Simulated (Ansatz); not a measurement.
The system is ZrB2.

```
Zr B
1.0
     3.17000    0.00000    0.00000
    -1.58500    2.74530    0.00000
     0.00000    0.00000    3.53300
Zr B
1 2
Direct
  0.00000 0.00000 0.00000
  0.66667 0.33333 0.50000
  0.33333 0.66667 0.50000
```

* Program: Ansatz 0.2.0
* Task: relaxation of cell and atoms
* Functional: RPBE
* Potentials or basis: Ansatz PAW
* Cutoff: 420 eV (not typed: the program's choice for these potentials)
* k mesh: 10 × 10 × 8
* Occupations: fermi-dirac, width 0.05 eV
* Spin: no spin polarisation

At the start: volume 10.25 Å³/atom.

Task: How do energy, volume and symmetry change on relaxing?

Result: It ends after 7 steps and the volume is 10.44 Å³/atom (+1.9 %); space group P6/mmm (No. 191, to 0.05 Å).

The path:
```tsv
step	energy change (eV)	largest force (eV/Å)	volume (Å³)
1	0.0000	0.0000	30.75
2	-0.0035	0.0000	31.60
3	-0.0071	0.0000	31.36
4	-0.0073	0.0000	31.32
5	-0.0080	0.0000	31.32
6	-0.0080	0.0000	31.32
7	-0.0080	0.0000	31.32
```

Final structure:
```
Zr B
1.0
     3.18586    0.00000    0.00000
    -1.59293    2.75904    0.00000
     0.00000    0.00000    3.56361
Zr B
1 2
Direct
  0.00000 0.00000 0.00000
  0.66667 0.33333 0.50000
  0.33333 0.66667 0.50000
```

Caveat: the plane-wave basis is chosen anew once the cell has moved, so the energies of steps on either side of that aren't comparable; the PAW data sets come from PBE, with cores solved anew for the run's functional, which leaves a small shift of forces and pressure.
